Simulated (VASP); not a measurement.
Wanted: the native input for a VASP 6.6.1 run.

| Item | Value |
| --- | --- |
| Task | single point |
| Functional | PBEsol |
| Potentials or basis | VASP PAW PBE potentials, release 64 (Ta_pv, N) |
| Cutoff | 520 eV |
| k mesh | 10 × 10 × 5 |
| Occupations | gaussian, width 0.02 eV |
| Spin | no spin polarisation |
| Further INCAR settings | ALGO = Normal; EDIFF = 1e-06 |

The structure of TaN lies in POSCAR:

```
TaN
1.0
    2.9217699809      0.0000000000      0.0000000000
   -1.4608849905      2.5303270275      0.0000000000
    0.0000000000      0.0000000000      5.9165150000
Ta N
2 2
Direct
    0.0000000000      0.0000000000      0.5000000000
    0.0000000000      0.0000000000      0.0000000000
    0.3333333333      0.6666666667      0.2500000000
    0.6666666667      0.3333333333      0.7500000000
```

The cell comes from a database or a generator and needn't be the stable form of this composition.

These files were run (other wordings do the same):

INCAR

```
PREC = Accurate
ENCUT = 520
EDIFF = 1E-6
ISMEAR = 0
SIGMA = 0.02
LREAL = F
LASPH = T
NELM = 60
ALGO = Normal
ISIF = 2
LWAVE = F
LCHARG = F
GGA = PS
```

KPOINTS

```
regular mesh
0
Gamma
  10 10 5
```

Potentials or basis: VASP PAW PBE potentials, release 64 (Ta_pv, N).

Command:

```console
$ cat potpaw_PBE.64/Ta_pv/POTCAR potpaw_PBE.64/N/POTCAR > POTCAR
$ mpirun -np 1 vasp_std > vasp.out
```

It gave:

* Pressure: -9.6 GPa
* Band gap on the k mesh: none (metal or under the smearing width)

Caveat: the PAW data sets were made with another functional, which shifts forces and pressure a little.

It took 25 s on 1 thread of Intel(R) Xeon(R) Platinum 8488C (Sapphire Rapids) (shared host), peak memory 0.19 GiB.
